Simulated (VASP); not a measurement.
# AlN (P6_3mc) in VASP: a series of runs, part 2 of 2

VASP 6.6.1.

## Step 3: Relaxation of cell and atoms, PBE

This run uses another cell than the first one, of 10.62 Å³/atom, 1.017 times its volume.

Contents of INCAR:

```
PREC = Accurate ; ENCUT = 600
EDIFF = 1E-7 ; ISMEAR = 0
SIGMA = 0.03 ; LREAL = F
LASPH = T ; NELM = 80
ALGO = Normal ; ISIF = 3
LWAVE = F ; LCHARG = F
GGA = PE ; IBRION = 2
NSW = 90 ; EDIFFG = -0.005
KPAR = 2
```

Contents of KPOINTS:

```
regular mesh
0
Gamma
  12 12 6
```

Contents of POSCAR:

```
AlN                                     
1.0
    3.1273442140      0.0000000000     -0.0000000000
   -1.5636721070      2.7083595337      0.0000000000
    0.0000000000      0.0000000000      5.0175425438
  Al              N             
     2     2
Direct
     0.3333333300000021    0.6666666699999979    0.9993379583183640
     0.6666666699999979    0.3333333300000021    0.4993379583183640
     0.3333333300000021    0.6666666699999979    0.3806620416816386
     0.6666666699999979    0.3333333300000021    0.8806620416816385
```

Potentials or basis: VASP PAW PBE potentials, release 64 (Al, N).

Launch:

```console
cat potpaw_PBE.64/Al/POTCAR potpaw_PBE.64/N/POTCAR > POTCAR
mpirun -np 2 vasp_std > vasp.out
```

OUTCAR:

```text
PREC = Accurate
   ENCUT = 600
   EDIFF = 1E-7
   ISMEAR = 0
   LREAL = F
   LASPH = T
   NELM = 80
   ISIF = 3
   GGA = PE
   IBRION = 2
   NSW = 90
   EDIFFG = -0.005

 ion  position               nearest neighbor table
   1  0.333  0.667  0.999-   4 1.90   4 1.90   4 1.90   3 1.91   2 3.09   2 3.09   2 3.09   2 3.09
                             2 3.09   2 3.09
   2  0.667  0.333  0.499-   3 1.90   3 1.90   3 1.90   4 1.91   1 3.09   1 3.09   1 3.09   1 3.09
                             1 3.09   1 3.09
   3  0.333  0.667  0.381-   2 1.90   2 1.90   2 1.90   1 1.91
   4  0.667  0.333  0.881-   1 1.90   1 1.90   1 1.90   2 1.91

  LATTYP: Found a hexagonal cell.
 ALAT       =     3.1273442140
 C/A-ratio  =     1.6044100682

  Lattice vectors:

 A1 = (   3.1273442140,   0.0000000000,   0.0000000000)
 A2 = (  -1.5636721070,   2.7083595337,   0.0000000000)
 A3 = (   0.0000000000,   0.0000000000,   5.0175425438)

Analysis of symmetry for initial positions (statically):
=====================================================================
 Subroutine PRICEL returns:
 Original cell was already a primitive cell.

 Routine SETGRP: Setting up the symmetry group for a
 hexagonal supercell.

 Subroutine GETGRP returns: Found 12 space group operations
 (whereof  6 operations were pure point group operations)
 out of a pool of 24 trial point group operations.

The static configuration has the point symmetry C_3v.
 The point group associated with its full space group is C_6v.

Analysis of symmetry for dynamics (positions and initial velocities):
=====================================================================
 Subroutine PRICEL returns:
 Original cell was already a primitive cell.

 Routine SETGRP: Setting up the symmetry group for a
 hexagonal supercell.

 Subroutine GETGRP returns: Found 12 space group operations
 (whereof  6 operations were pure point group operations)
 out of a pool of 24 trial point group operations.

The dynamic configuration has the point symmetry C_3v.
 The point group associated with its full space group is C_6v.

 Subroutine INISYM returns: Found 12 space group operations
 (whereof  6 operations are pure point group operations),
 and found     1 'primitive' translations

----------------------------------------------------------------------------------------

                                     Primitive cell

  volume of cell :      42.4984

  direct lattice vectors                    reciprocal lattice vectors
     3.127344214  0.000000000  0.000000000     0.319760132  0.184613599  0.000000000
    -1.563672107  2.708359534  0.000000000     0.000000000  0.369227197  0.000000000
     0.000000000  0.000000000  5.017542544     0.000000000  0.000000000  0.199300752

  length of vectors
     3.127344214  3.127344212  5.017542544     0.369227197  0.369227197  0.199300752

  position of ions in fractional coordinates (direct lattice)
     0.333333330  0.666666670  0.999337958
     0.666666670  0.333333330  0.499337958
     0.333333330  0.666666670  0.380662042
     0.666666670  0.333333330  0.880662042

[... 132 lines left out ...]

  FORCE on cell =-STRESS in cart. coord.  units (eV):
  Direction    XX          YY          ZZ          XY          YZ          ZX
  --------------------------------------------------------------------------------------
  -------------------------------------------------------------------------------------
  Total        0.0138383      0.0138383     -0.0267194      0.0000000     -0.0000000      0.0000000
  in kB        0.5216993      0.5216993     -1.0073126      0.0000000     -0.0000000      0.0000000
  external PRESSURE =       0.0120287 kB  Pullay stress =       0.0000000 kB

 VOLUME and BASIS-vectors are now :
 -----------------------------------------------------------------------------
  energy-cutoff  :      600.00
  volume of cell :       42.50
      direct lattice vectors                 reciprocal lattice vectors
     3.127344214  0.000000000  0.000000000     0.319760132  0.184613599  0.000000000
    -1.563672107  2.708359534  0.000000000     0.000000000  0.369227197  0.000000000
     0.000000000  0.000000000  5.017542544     0.000000000  0.000000000  0.199300752

 POSITION                                       TOTAL-FORCE (eV/Angst)
 -----------------------------------------------------------------------------------
     -0.00000      1.80557      5.01422        -0.000000      0.000000     -0.004050
      1.56367      0.90279      2.50545        -0.000000     -0.000000     -0.004050
     -0.00000      1.80557      1.90999        -0.000000      0.000000      0.004050
      1.56367      0.90279      4.41876         0.000000     -0.000000      0.004050
 -----------------------------------------------------------------------------------
    total drift:                               -0.000009      0.000005      0.000577

  FREE ENERGIE OF THE ION-ELECTRON SYSTEM (eV)
  ---------------------------------------------------
  free  energy   TOTEN  =       -29.7835133996 eV

  energy  without entropy=      -29.7835133996  energy(sigma->0) =      -29.78351340

--------------------------------------- Ionic step        2  -------------------------------------------

 number of electron      15.9999999 magnetization

 Free energy of the ion-electron system (eV)
  ---------------------------------------------------
  ext. energy  EPLUGINS =         0.00000000
  ---------------------------------------------------
  free energy    TOTEN  =       -29.78352394 eV

  energy without entropy =      -29.78352394  energy(sigma->0) =      -29.78352394

 E-fermi :   6.1736     XC(G=0): -10.8355

 val. band max:        5.9793416932   @ k =   0.0000   0.0000   0.0000
 cond. band min:      10.0420201281   @ k =   0.0000   0.0000   0.0000
 fundamental gap:      4.0626784349
 Fermi energy:         6.1736287488

 k-point     1 :       0.0000    0.0000    0.0000
  band No.  band energies     occupation
      1      -9.0971      2.00000
      2      -7.0099      2.00000
      3       0.0663      2.00000
      4       5.1384      2.00000
      5       5.1384      2.00000
      6       5.7807      2.00000
      7       5.7807      2.00000
      8       5.9793      2.00000
      9      10.0420      0.00000
     10      12.5100      0.00000
     11      16.4509      0.00000
     12      17.0262      0.00000
[... 331 lines left out ...]
 k-point    24 :       0.3333    0.0000    0.1667
  band No.  band energies     occupation
      1      -7.8021      2.00000
      2      -6.6076      2.00000
      3       1.1354      2.00000
      4       2.0833      2.00000
      5       2.6852      2.00000
      6       4.2420      2.00000
      7       5.2003      2.00000
      8       5.3366      2.00000
      9      11.7683      0.00000
     10      12.5852      0.00000
     11      14.3405      0.00000
     12      16.0280      0.00000

 [... further k-points ...]

------------------------ aborting loop because EDIFF is reached ----------------------------------------

  FORCE on cell =-STRESS in cart. coord.  units (eV):
  Direction    XX          YY          ZZ          XY          YZ          ZX
  --------------------------------------------------------------------------------------
  -------------------------------------------------------------------------------------
  Total       -0.0026957     -0.0026957     -0.0059679      0.0000000     -0.0000000      0.0000000
  in kB       -0.1016257     -0.1016257     -0.2249867      0.0000000     -0.0000000      0.0000000
  external PRESSURE =      -0.1427460 kB  Pullay stress =       0.0000000 kB

 VOLUME and BASIS-vectors are now :
 -----------------------------------------------------------------------------
  energy-cutoff  :      600.00
  volume of cell :       42.50
      direct lattice vectors                 reciprocal lattice vectors
     3.127866165  0.000000000  0.000000000     0.319706774  0.184582792 -0.000000000
    -1.563933082  2.708811556 -0.000000000     0.000000000  0.369165584  0.000000000
     0.000000000 -0.000000000  5.015925622     0.000000000  0.000000000  0.199364998

 POSITION                                       TOTAL-FORCE (eV/Angst)
 -----------------------------------------------------------------------------------
     -0.00000      1.80587      5.01241        -0.000000      0.000000     -0.004694
      1.56393      0.90294      2.50445        -0.000000      0.000000     -0.004694
     -0.00000      1.80587      1.90957         0.000000     -0.000000      0.004694
      1.56393      0.90294      4.41753         0.000000     -0.000000      0.004694
 -----------------------------------------------------------------------------------
    total drift:                               -0.000009      0.000005      0.000636

  FREE ENERGIE OF THE ION-ELECTRON SYSTEM (eV)
  ---------------------------------------------------
  free  energy   TOTEN  =       -29.7835239389 eV

  energy  without entropy=      -29.7835239389  energy(sigma->0) =      -29.78352394

 reached required accuracy - stopping structural energy minimisation
```

Run time: 50 s. Hardware: 2 MPI ranks of Intel Xeon Platinum 8259CL at 2.50GHz (Skylake/Cascade Lake), shared host; peak memory 0.18 GiB.

What came out:

```yaml
Free_energy: -29.7835 eV
Energy_gained_by_relaxing: 0.0 meV/atom
Ionic_steps: 2
Pressure_after_relaxing: 0.0 GPa
Largest_force_after_relaxing: 0.005 eV/Å
Band_gap_on_the_k_mesh: 4.06 eV, direct
```

Forces in eV/Å, atoms in the order of the input:
```
Al   0.000  0.000 -0.005
Al   0.000  0.000 -0.005
N    0.000  0.000  0.005
N    0.000  0.000  0.005
```

Final structure:
```cif
data_structure
_symmetry_space_group_name_H-M 'P 1'
_symmetry_Int_Tables_number 1
_cell_length_a 3.1279
_cell_length_b 3.1279
_cell_length_c 5.0159
_cell_angle_alpha 90.000
_cell_angle_beta 90.000
_cell_angle_gamma 120.000
_cell_volume 42.50
loop_
_atom_site_label
_atom_site_type_symbol
_atom_site_fract_x
_atom_site_fract_y
_atom_site_fract_z
_atom_site_occupancy
Al1 Al 0.33333 0.66667 0.99930 1
Al2 Al 0.66667 0.33333 0.49930 1
N1 N 0.33333 0.66667 0.38070 1
N2 N 0.66667 0.33333 0.88070 1
```

Levels at points of the mesh, in eV from the valence-band top:
```tsv
k point	band 4	band 5	band 6	band 7	band 8	band 9	band 10	band 11	band 12
(0.00, 0.00, 0.00)	-0.84	-0.84	-0.20	-0.20	0.00	4.06	6.53	10.47	11.05
(0.50, 0.00, 0.00)	-4.12	-3.30	-2.05	-1.74	-0.68	5.77	5.77	8.04	10.16
(0.00, 0.00, 0.50)	-3.30	-0.53	-0.53	-0.53	-0.53	6.33	6.33	10.18	10.18
(0.50, 0.00, 0.50)	-5.53	-1.44	-1.44	-1.35	-1.35	5.25	5.25	9.16	9.16
```

A k mesh can miss the band edges.
